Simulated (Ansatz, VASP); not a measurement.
# NaH: VASP beside Ansatz

File INCAR:

```
ALGO = Fast
EDIFF = 1E-7
EDIFFG = -0.005
ENCUT = 600
GGA = PS
IBRION = 2
ISIF = 3
ISMEAR = 0
LASPH = T
LCHARG = F
LREAL = F
LWAVE = F
NELM = 100
NSW = 100
PREC = Accurate
SIGMA = 0.02
```

Contents of KPOINTS:

```
k-points
0
Gamma
  8 8 8
```

Contents of POSCAR:

```
NaH
1.0
    0.0000000000      2.4400000000      2.4400000000
    2.4400000000      0.0000000000      2.4400000000
    2.4400000000      2.4400000000      0.0000000000
Na H
1 1
Direct
    0.0000000000      0.0000000000      0.0000000000
    0.5000000000      0.5000000000      0.5000000000
```

Input for Ansatz:

```yaml
crystal:
  lattice:
    - [0.0, 2.44, 2.44]
    - [2.44, 0.0, 2.44]
    - [2.44, 2.44, 0.0]
  atoms:
    - { symbol: Na, position: [0.0, 0.0, 0.0] }
    - { symbol: H, position: [0.5, 0.5, 0.5] }
basis:
  ecutwfc: 420
kpoints:
  mp_grid: { grid: [8, 8, 8] }
hamiltonian:
  xc: pbesol
scf:
  occupations: { method: gaussian, width: 0.02 }
output:
  forces: true
  stress: true
  eigenvalues: true
  write_density: true
  write_potential: true
  elf: true
  volumetric_format: npy
relax:
  adjacent_minimum: "off"
  f_tol: 0.005
  max_steps: 80
  cell: { stress_tol: 0.05 }
```

Alike in both runs: task relaxation of cell and atoms; functional PBEsol; k mesh 8 × 8 × 8; occupations gaussian, width 0.02 eV; no spin polarisation.

```csv
,VASP,Ansatz
version,VASP 6.6.1,Ansatz 0.2.0
potentials or method,"VASP PAW PBE potentials, release 64 (Na_pv, H)","scalar-relativistic, plane waves, PAW"
plane-wave cutoff (eV),600,420
valence electrons in the cell,8,10
```

Ansatz gave:

| Property | Result |
| --- | --- |
| gap on the k mesh at the Fermi level, each at its own relaxed structure (eV) | 3.61 |
| relaxed volume (Å³/atom) | 13.75 |
| relaxed cell length with the largest relative difference (Å) | 3.388 |
| energy change over the relaxation (meV/atom) | -3 |

Q: Estimate VASP's values.

A: gap on the k mesh at the Fermi level, each at its own relaxed structure (eV): 3.61; relaxed volume (Å³/atom): 13.72; relaxed cell length with the largest relative difference (Å): 3.386; energy change over the relaxation (meV/atom): -3.

The two sets of potentials don't hold the same shells in valence.

Caveats: the PAW data sets were made with another functional, which shifts forces and pressure a little (VASP). A k mesh can miss the band edges.
